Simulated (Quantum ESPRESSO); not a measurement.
Ge:

```
CELL_PARAMETERS angstrom
0.00000 2.82891 2.82891
2.82891 0.00000 2.82891
2.82891 2.82891 0.00000
ATOMIC_POSITIONS crystal
Ge 0.75000 0.75000 0.75000
Ge 0.50000 0.50000 0.50000
```

Program: Quantum ESPRESSO 7.5. Alike in all runs: no spin polarisation; cell as given; smearing fermi-dirac 0.05 eV.

Q: Order these runs on this cell by their pressure, lowest first.
A. level PW86PBE; potentials or basis PseudoDojo 0.4.1 SR PBE standard; k mesh 8 × 8 × 8; cutoff (eV) 1061
B. level Q2D; potentials or basis PseudoDojo 0.4.1 SR PBE standard; k mesh 8 × 8 × 8; cutoff (eV) 1061
C. level PBE; potentials or basis SSSP 1.3 efficiency PBE; k mesh 8 × 8 × 8; cutoff (eV) 748
D. level vdW-DF-cx; potentials or basis PseudoDojo 0.5 SR PBE standard; k mesh 6 × 6 × 6; cutoff (eV) 1061; iterations 0; k mesh for the Wannier functions 5 × 5 × 5

A: B (-2.6 GPa), D (0.9 GPa), C (3.6 GPa), A (5.9 GPa).

Caveats: the potentials were made for another functional, which shifts forces and pressure (some runs).

Not every run made on this cell is shown here.
